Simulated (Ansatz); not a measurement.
# 64-atom supercell of zincblende CdSe

What do PBEsol, HSE06 and r²SCAN give for the perfect crystal in this cell, and at what cost?

Method: density functional theory in Ansatz 0.2.0, PAW datasets, plane waves.

**1. The starting cell**

64 atoms (32 Cd, 32 Se); a = 12.160 Å, b = 12.160 Å, c = 12.160 Å, α = 90.00°, β = 90.00°, γ = 90.00°.

Steps to follow: (2) PBEsol cell relaxation at the single k point (½, ½, ½), on 1 × data-centre GPU with 8 threads; (3) HSE06 single point at the Γ point alone, on 1 × data-centre GPU with 8 threads; (4) r²SCAN single point at the Γ point alone, on 1 × data-centre GPU with 8 threads.

**2. PBEsol relaxation of the cell and the positions**

File in.yaml:

```yaml
crystal:
  lattice:
    - [12.160000, 0.000000, 0.000000]
    - [0.000000, 12.160000, 0.000000]
    - [0.000000, 0.000000, 12.160000]
  atoms:
    - { symbol: Cd, position: [0.000000, 0.000000, 0.000000] }
    - { symbol: Cd, position: [0.000000, 0.000000, 0.500000] }
    - { symbol: Cd, position: [0.000000, 0.500000, 0.000000] }
    - { symbol: Cd, position: [0.000000, 0.500000, 0.500000] }
    - { symbol: Cd, position: [0.500000, 0.000000, 0.000000] }
    - { symbol: Cd, position: [0.500000, 0.000000, 0.500000] }
    - { symbol: Cd, position: [0.500000, 0.500000, 0.000000] }
    - { symbol: Cd, position: [0.500000, 0.500000, 0.500000] }
    - { symbol: Cd, position: [0.250000, 0.250000, 0.000000] }
    - { symbol: Cd, position: [0.250000, 0.250000, 0.500000] }
    - { symbol: Cd, position: [0.250000, 0.750000, 0.000000] }
    - { symbol: Cd, position: [0.250000, 0.750000, 0.500000] }
    - { symbol: Cd, position: [0.750000, 0.250000, 0.000000] }
    - { symbol: Cd, position: [0.750000, 0.250000, 0.500000] }
    - { symbol: Cd, position: [0.750000, 0.750000, 0.000000] }
    - { symbol: Cd, position: [0.750000, 0.750000, 0.500000] }
    - { symbol: Cd, position: [0.250000, 0.000000, 0.250000] }
    - { symbol: Cd, position: [0.250000, 0.000000, 0.750000] }
    - { symbol: Cd, position: [0.250000, 0.500000, 0.250000] }
    - { symbol: Cd, position: [0.250000, 0.500000, 0.750000] }
    - { symbol: Cd, position: [0.750000, 0.000000, 0.250000] }
    - { symbol: Cd, position: [0.750000, 0.000000, 0.750000] }
    - { symbol: Cd, position: [0.750000, 0.500000, 0.250000] }
    - { symbol: Cd, position: [0.750000, 0.500000, 0.750000] }
    - { symbol: Cd, position: [0.000000, 0.250000, 0.250000] }
    - { symbol: Cd, position: [0.000000, 0.250000, 0.750000] }
    - { symbol: Cd, position: [0.000000, 0.750000, 0.250000] }
    - { symbol: Cd, position: [0.000000, 0.750000, 0.750000] }
    - { symbol: Cd, position: [0.500000, 0.250000, 0.250000] }
    - { symbol: Cd, position: [0.500000, 0.250000, 0.750000] }
    - { symbol: Cd, position: [0.500000, 0.750000, 0.250000] }
    - { symbol: Cd, position: [0.500000, 0.750000, 0.750000] }
    - { symbol: Se, position: [0.125000, 0.125000, 0.125000] }
    - { symbol: Se, position: [0.125000, 0.125000, 0.625000] }
    - { symbol: Se, position: [0.125000, 0.625000, 0.125000] }
    - { symbol: Se, position: [0.125000, 0.625000, 0.625000] }
    - { symbol: Se, position: [0.625000, 0.125000, 0.125000] }
    - { symbol: Se, position: [0.625000, 0.125000, 0.625000] }
    - { symbol: Se, position: [0.625000, 0.625000, 0.125000] }
    - { symbol: Se, position: [0.625000, 0.625000, 0.625000] }
    - { symbol: Se, position: [0.375000, 0.375000, 0.125000] }
    - { symbol: Se, position: [0.375000, 0.375000, 0.625000] }
    - { symbol: Se, position: [0.375000, 0.875000, 0.125000] }
    - { symbol: Se, position: [0.375000, 0.875000, 0.625000] }
    - { symbol: Se, position: [0.875000, 0.375000, 0.125000] }
    - { symbol: Se, position: [0.875000, 0.375000, 0.625000] }
    - { symbol: Se, position: [0.875000, 0.875000, 0.125000] }
    - { symbol: Se, position: [0.875000, 0.875000, 0.625000] }
    - { symbol: Se, position: [0.375000, 0.125000, 0.375000] }
    - { symbol: Se, position: [0.375000, 0.125000, 0.875000] }
    - { symbol: Se, position: [0.375000, 0.625000, 0.375000] }
    - { symbol: Se, position: [0.375000, 0.625000, 0.875000] }
    - { symbol: Se, position: [0.875000, 0.125000, 0.375000] }
    - { symbol: Se, position: [0.875000, 0.125000, 0.875000] }
    - { symbol: Se, position: [0.875000, 0.625000, 0.375000] }
    - { symbol: Se, position: [0.875000, 0.625000, 0.875000] }
    - { symbol: Se, position: [0.125000, 0.375000, 0.375000] }
    - { symbol: Se, position: [0.125000, 0.375000, 0.875000] }
    - { symbol: Se, position: [0.125000, 0.875000, 0.375000] }
    - { symbol: Se, position: [0.125000, 0.875000, 0.875000] }
    - { symbol: Se, position: [0.625000, 0.375000, 0.375000] }
    - { symbol: Se, position: [0.625000, 0.375000, 0.875000] }
    - { symbol: Se, position: [0.625000, 0.875000, 0.375000] }
    - { symbol: Se, position: [0.625000, 0.875000, 0.875000] }
kpoints:
  mp_grid: { grid: [1, 1, 1], shift: [0.5, 0.5, 0.5] }
hamiltonian:
  xc: pbesol
scf:
  occupations: { method: fermi_dirac, width: 0.01 }
relax:
  f_tol: 0.03
  max_steps: 80
  escape_saddle: false
  adjacent_minimum: "off"
  cell: { fix: [shape] }
output:
  forces: true
  eigenvalues: true
  populations: true
```

After this run come: HSE06 single point; r²SCAN on the same atoms.

Q: Predict the outcome of this session. Wanted: for each run, top filled to lowest empty; energy; pressure.

As calculated:

| level | time | k points | top filled to lowest empty (eV) | energy (eV/atom) | pressure (GPa) |
| --- | --- | --- | --- | --- | --- |
| PBEsol, relaxation | 7.9 s (GPU) | (½, ½, ½) | 2.59 | -6804.6825 | 0.00 |
| HSE06 | 88 s (GPU) | Γ | 1.56 | -6865.0449 | - |
| r²SCAN | 7.4 s (GPU) | Γ | 1.07 | -6873.8929 | - |

| quantity | value |
| --- | --- |
| relaxation | 4 recorded steps, 0.01 eV gained |
| largest shift | 0.00 Å |
| relaxed cell | a = 12.183 Å, b = 12.183 Å, c = 12.183 Å, α = 90.00°, β = 90.00°, γ = 90.00° |

**Reading.** Relaxation gains 0.01 eV and leaves the fractional positions as they were, while the volume changes by +0.6 %. At the same k points, r²SCAN gives a spacing 0.49 eV smaller than the 1.56 eV of HSE06. Rows on different k points differ by sampling as well as by level. Exact exchange costs time: HSE06 ran about 12 times as long as r²SCAN on the same kind of device. Spin–orbit coupling is left out, which matters for the band edges of the heavier elements here. With one k point the spacing samples only the states that fold onto it, so it can exceed the gap over the zone.
